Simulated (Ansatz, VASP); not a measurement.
**WC in VASP and in Ansatz**

INCAR

```
ALGO = Normal
EDIFF = 1E-7
EDIFFG = -0.005
ENCUT = 600
GGA = PE
IBRION = 2
ISIF = 3
ISMEAR = 0
LASPH = True
LCHARG = False
LREAL = False
LWAVE = False
NELM = 60
NSW = 100
PREC = Accurate
SIGMA = 0.1
```

File KPOINTS:

```
k-points
0
Gamma
  18 18 14
```

Contents of POSCAR:

```
WC
1.0
    2.9226137785      0.0000000000      0.0000000000
   -1.4613068892      2.5310577776      0.0000000000
    0.0000000000      0.0000000000      2.8457690014
W C
1 1
Direct
    0.0000000000      0.0000000000      0.0000000000
    0.6666666667      0.3333333333      0.5000000000
```

Input for Ansatz:

```yaml
crystal:
  lattice:
    - [2.9226137794, 0.0, 0.0]
    - [-1.4613068897, 2.5310577784, 0.0]
    - [0.0, 0.0, 2.8457690056]
  atoms:
    - { symbol: W, position: [0.0, 0.0, 0.0] }
    - { symbol: C, position: [0.6666666667, 0.3333333333, 0.5] }
basis:
  ecutwfc: 420
kpoints:
  mp_grid: { grid: [18, 18, 14] }
hamiltonian:
  xc: pbe
scf:
  occupations: { method: gaussian, width: 0.1 }
output:
  forces: true
  stress: true
  eigenvalues: true
relax:
  adjacent_minimum: "off"
  f_tol: 0.005
  max_steps: 80
  cell: { stress_tol: 0.05 }
```

Alike in both runs: task relaxation of cell and atoms; functional PBE; k mesh 18 × 18 × 14; occupations gaussian, width 0.1 eV; no spin polarisation.

|  | VASP | Ansatz |
| --- | --- | --- |
| version | VASP 6.6.1 | Ansatz 0.2.0 |
| potentials or method | VASP PAW PBE potentials, release 64 (W_sv, C) | scalar-relativistic, plane waves, PAW |
| plane-wave cutoff (eV) | 600 | 420 |
| valence electrons in the cell | 18 | 18 |

Ansatz gave:

```
gap on the k mesh at the Fermi level, each at its own relaxed structure (eV) : none
relaxed volume (Å³/atom)                                                     : 10.52
relaxed cell length with the largest relative difference (Å)                 : 2.847
```

Q: What did VASP give for the same quantities?

A: gap on the k mesh at the Fermi level, each at its own relaxed structure (eV): none; relaxed volume (Å³/atom): 10.55; relaxed cell length with the largest relative difference (Å): 2.850.

A gap of «none» marks a metal or a gap that the smearing closes.

Spin-orbit coupling is left out, which matters for the levels of W.
